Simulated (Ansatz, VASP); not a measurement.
**PbSe: VASP beside Ansatz**

```
Pb Se
1.0
     0.00000    3.04907    3.04907
     3.04907    0.00000    3.04907
     3.04907    3.04907    0.00000
Pb Se
1 1
Direct
  0.50000 0.50000 0.50000
  0.00000 0.00000 0.00000
```

Alike in both runs: task single point; functional r2SCAN; dispersion rVV10; k mesh 6 × 6 × 6; occupations gaussian, width 0.05 eV; no spin polarisation.

|  | VASP | Ansatz |
| --- | --- | --- |
| version | VASP 6.6.1 | Ansatz 0.2.0 |
| potentials or method | VASP PAW PBE potentials, release 64 (Pb_d, Se) | scalar-relativistic, plane waves, PAW |
| plane-wave cutoff (eV) | 520 | 500 |
| valence electrons in the cell | 20 | 30 |

```csv
,VASP,Ansatz,Ansatz less VASP
gap on the k mesh at the Fermi level (eV),0.50,0.49,-0.005
least direct gap on the mesh (eV),0.50,0.49,-0.005
pressure (GPa),1.3,1.1,-0.19
```

The two sets of potentials don't hold the same shells in valence.

Caveats: the PAW data sets were made with another functional, which shifts forces and pressure a little (VASP); spin-orbit coupling is left out, which as a rule narrows the gap of such compounds by several tenths of an eV.
